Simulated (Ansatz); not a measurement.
A 2-atom cell of PbS started from a crystallographic database (r2SCAN+rVV10 geometry), in Ansatz:

```xyz
2
Lattice="0.0000 2.9706 2.9706 2.9706 0.0000 2.9706 2.9706 2.9706 0.0000" Properties=species:S:1:pos:R:3 pbc="T T T"
Pb    0.0000    0.0000    0.0000
S     2.9706    2.9706    2.9706
```

G0W0@PBE with 557 empty bands, a screening cutoff of 260 eV and a 6×6×6 mesh (PAW, contour deformation) gives 0.818 eV over the mesh points, from a PBE gap of 0.376 eV; it sums over 567 bands with 531 plane waves in the screening and a wave cutoff of 420 eV. G0W0 here is at a finite number of bands, screening cutoff and k mesh, not at the basis limit. Calculated for a static, non-magnetic cell.

Q: Estimate the gap with frequency model Godby-Needs pole, empty bands 287, screening cutoff 180 eV.

A: 0.589 eV (-0.229 eV), from a Kohn-Sham gap of 0.376 eV.

Q: Estimate the gap with starting point r2SCAN, empty bands 287, screening cutoff 180 eV.

A: 0.829 eV (+0.011 eV), from a Kohn-Sham gap of 0.630 eV.

Q: Estimate the gap with mesh 8×8×8, empty bands 85, screening cutoff 80 eV.

A: 0.488 eV (-0.330 eV), from a Kohn-Sham gap of 0.375 eV.

Q: Estimate the gap with starting point PBE0, empty bands 287, screening cutoff 180 eV.

A: 1.075 eV (+0.257 eV), from a Kohn-Sham gap of 1.382 eV.

Spin-orbit coupling is left out; in compounds of Pb, Bi, Tl or Hg it can lower a gap by up to about 1 eV, split its edges or invert the bands.

The program warns that the k mesh is coarse for exact exchange in some of these runs, so their gaps aren't converged.
